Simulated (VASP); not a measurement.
Set up this calculation in VASP 6.6.1, as the native input.

- Task: single point
- Functional: PBE
- Potentials or basis: VASP PAW PBE potentials, release 64 (O, H, F)
- Cutoff: 520 eV
- k mesh: 1 × 1 × 1
- Occupations: fermi-dirac, width 0.05 eV
- Spin: no spin polarisation
- Dipole correction: no
- Further INCAR settings: LREAL = Auto; ALGO = Fast; EDIFF = 1e-06; NBANDS = 55

The structure of H17O8F lies in POSCAR:

```
H17O8F
1.0
    6.7047270000      0.0000000000      0.0000000000
    0.0000000000      6.7047270000      0.0000000000
    0.0000000000      0.0000000000      6.7047270000
O H F
8 17 1
Direct
    0.4678490265      0.1235098759      0.7985410890
    0.4933683355      0.7736482037      0.2908544971
    0.7373156282      0.3781809461     -0.0511430219
    0.2048256402      1.1003729160      0.2740752905
    0.8234339743      0.9669744943      1.1216862372
    0.0436706819      0.7945588239      0.4806161384
    0.2845156857      0.4573340570      0.6805347928
    0.1624227206      0.5467038404      0.1888667503
    0.4881033933     -0.0144077455      0.7930375092
    0.6139549008      0.1759504899      0.7768847263
    0.5370091877      0.7263830429      0.4244468119
    0.6150138552      0.8310852925      0.2231709061
    0.8429276837      0.4570357600     -0.1306540893
    0.6245891891      0.4616295339     -0.0527687406
    0.1211234999      1.0364478673      0.1743546009
    0.3367624066      1.0287816342      0.2798025930
    0.8400938621      0.9079116868      0.9873780096
    0.7871908879      1.1213730253      1.0926768532
    0.0894592725      0.9327896572      0.4091143457
    0.0199113252      0.6909602733      0.3760928670
    0.2134464237      0.5052107267      0.5628566234
    0.2747166290      0.3114668203      0.6680659779
    0.3032189081      0.6122695227      0.1871813722
    0.2003064405      0.4109488723      0.2089272240
    0.9333713364      0.8232251664      0.6246637633
    0.8152755511      0.8222258714      0.7538860270
```

The cell was built by a generator and needn't be a form met in nature.

One way to write it, as run:

INCAR

```
  PREC = Accurate
  ENCUT = 520
  EDIFF = 1E-6
  ISMEAR = -1
  SIGMA = 0.05
  LREAL = Auto
  LASPH = True
  NELM = 60
  ALGO = Fast
  ISIF = 2
  LWAVE = False
  LCHARG = False
  GGA = PE
  NBANDS = 55
```

KPOINTS

```
Automatic mesh
0
Gamma
  1 1 1
```

Potentials or basis: VASP PAW PBE potentials, release 64 (O, H, F).

Command:

```bash
$ cat potpaw_PBE.64/O/POTCAR potpaw_PBE.64/H/POTCAR potpaw_PBE.64/F/POTCAR > POTCAR
$ mpirun -np 1 vasp_gam > vasp.out
```

Results of the run:

```yaml
Pressure: -2.1 GPa
Largest_force: 3.544 eV/Å
Band_gap_on_the_k_mesh: 4.08 eV, direct
```

Run time: 30 s on 1 thread of Intel(R) Xeon(R) Platinum 8375C CPU @ 2.90GHz (Ice Lake), with other jobs on the host, peak memory 0.32 GiB.
